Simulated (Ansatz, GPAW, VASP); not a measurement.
## One calculation of WC, 4 ways

```xyz
2
Lattice="2.9065 0.0000 0.0000 -1.4532 2.5171 0.0000 0.0000 0.0000 2.8366" Properties=species:S:1:pos:R:3 pbc="T T T"
W     0.0000    0.0000    0.0000
C     1.4533    0.8390    1.4183
```

Alike in all runs: task single point; functional PBE; k mesh 10 × 10 × 9; occupations gaussian, width 0.03 eV; no spin polarisation; no spin-orbit coupling. Pressure is positive in compression and, in plane waves, holds the error of the finite cutoff, which Ansatz's Pulay term estimates and takes out.

| program and potentials | plane-wave cutoff (eV) | notes | pressure (GPa) |
| --- | --- | --- | --- |
| Ansatz, Ansatz PAW | 420 | Pulay term of +0.31 GPa included | 5.60 |
| GPAW, GPAW PAW data sets (gpaw-data 1.2.1) | 800 | - | 5.36 |
| VASP, PBE PAW files C, W_sv, 520 eV | 520 | - | 6.73 |
| Ansatz, all-electron LAPW, scalar-relativistic | - | - | 5.69 |

The pressure spans 5.36 (GPAW, GPAW PAW data sets (gpaw-data 1.2.1)) to 6.73 GPa (VASP, PBE PAW files C, W_sv, 520 eV), with all-electron results at 5.69.

The functional is the same throughout but for its coding, so the spread measures potentials, basis and numerics; runs on potential files found faulty are left out.
